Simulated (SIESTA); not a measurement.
Set up this calculation in SIESTA 5.4.2, as the native input.

```
Task                : band structure
Functional          : PBE
Potentials or basis : PseudoDojo 0.4 standard (PBE files)
Basis               : DZP (energy shift 0.003 Ry)
Grid cutoff         : 800 Ry
Energy shift        : 0.003 Ry
k mesh              : 12 × 12 × 6
Occupations         : fermi-dirac, width 0.05 eV
Spin                : no spin polarisation
```

The system is BN.

```
N B
1.0
     2.55394    0.00000    0.00000
    -1.27697    2.21178    0.00000
     0.00000    0.00000    4.18459
N B
2 2
Direct
  0.33333 0.66667 0.12528
  0.66667 0.33333 0.62528
  0.33333 0.66667 0.49972
  0.66667 0.33333 0.99972
```

Measurements of this composition are mostly on another form, of space group No. 194.

The cell isn't the ideal one: cell strained along z.

One way to write it, as run:

BN.fdf

```
SystemName                      BN
SystemLabel                     BN
NumberOfSpecies                 2
NumberOfAtoms                   4
%block ChemicalSpeciesLabel
  1   7 N
  2   5 B
%endblock ChemicalSpeciesLabel

LatticeConstant                 2.5539396000 Ang
%block LatticeParameters
  1.0000000000 1.0000000000 1.6384829344 90.0000000000 90.0000000000 120.0000000003
%endblock LatticeParameters
AtomicCoordinatesFormat         Fractional
%block AtomicCoordinatesAndAtomicSpecies
     0.3333333333     0.6666666667     0.1252760000  1  N
     0.6666666667     0.3333333333     0.6252760000  1  N
     0.3333333333     0.6666666667     0.4997240000  2  B
     0.6666666667     0.3333333333     0.9997240000  2  B
%endblock AtomicCoordinatesAndAtomicSpecies

%block kgrid.MonkhorstPack
   12   0   0  0.0
    0  12   0  0.0
    0   0   6  0.0
%endblock kgrid.MonkhorstPack
XC.Functional                   GGA
XC.Authors                      PBE
PAO.BasisSize                   DZP
PAO.EnergyShift                 0.003 Ry
Mesh.Cutoff                     800 Ry
OccupationFunction              FD
ElectronicTemperature           0.05 eV
MaxSCFIterations                120
SCF.MustConverge                false
SCF.Mixer.Method                Pulay
SCF.Mixer.Weight                0.25
SCF.Mixer.History               8
SCF.DM.Tolerance                5.0e-05
SCF.H.Tolerance                 1.0e-03 eV
WriteForces                     true
Charge.Mulliken                 end
BandLinesScale                  ReciprocalLatticeVectors
%block BandLines
    1    0.000000   0.000000   0.000000  \Gamma
   11    0.500000   0.000000   0.000000  M
    7    0.333333   0.333333   0.000000  K
   13    0.000000   0.000000   0.000000  \Gamma
    6    0.000000   0.000000   0.500000  A
   11    0.500000   0.000000   0.500000  L
    7    0.333333   0.333333   0.500000  H
   13    0.000000   0.000000   0.500000  A
    1    0.500000   0.000000   0.500000  L
    6    0.500000   0.000000   0.000000  M
    1    0.333333   0.333333   0.000000  K
    6    0.333333   0.333333   0.500000  H
%endblock BandLines
```

Potentials or basis: PseudoDojo 0.4 standard (PBE files), DZP (energy shift 0.003 Ry).

The run is started by

```console
$ siesta BN.fdf > BN.out 2>&1
```

Results of the run:

- Pressure: 6.8 GPa
- Largest force: 0.012 eV/Å
- Band gap on the k mesh: 5.35 eV, indirect (least direct gap 8.36 eV)
- Band gap along the path: 5.35 eV, indirect (least direct gap 8.35 eV)

Caveat: the basis of atomic orbitals isn't converged, which shifts pressures, moduli and gaps.

Run time: 4.1 min on 1 thread of AMD EPYC 7R43 64-Core Processor (Zen 3), on a shared host, peak memory 0.38 GiB.
